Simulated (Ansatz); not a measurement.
## Ta$_{2}$Si under pressure

The calculation used Ansatz, DFT PBEsol, scalar-relativistic, plane waves, PAW. Plane waves to 420 eV; Γ-centred k mesh 10×10×10; Fermi-Dirac smearing of 0.15 eV. No spin polarisation. Phonons by linear response, acoustic sum rule imposed.

Equilibrium structure at this level:
```xyz
6
Lattice="-3.0690 3.0690 2.5202 3.0690 -3.0690 2.5202 3.0690 3.0690 -2.5202" Properties=species:S:1:pos:R:3 pbc="T T T"
Ta    2.0711    0.9979    2.5202
Ta   -0.9979    2.0711    2.5202
Ta    0.9979    2.0711    0.0000
Ta    4.0669    0.9979    0.0000
Si    0.0000    0.0000    1.2601
Si    0.0000    0.0000    3.7804
```

In a metal, frequencies and elastic constants depend on the k mesh and the smearing, soft modes and shear constants most. Spin–orbit coupling is left out, which can shift energies with elements as heavy as these.

Optical modes at Γ (cm⁻¹) at zero pressure: 112, 115, 119, 157, 165, 166, 167, 310, 402, 420, 436.

**Question.** Under hydrostatic pressure the same modes lie at 132, 134, 135, 181, 188, 194, 195, 352, 456, 478, 508 cm⁻¹. What is the pressure, and how much has the cell shrunk?

**Answer.** 25 GPa; the volume is 8.8 % smaller.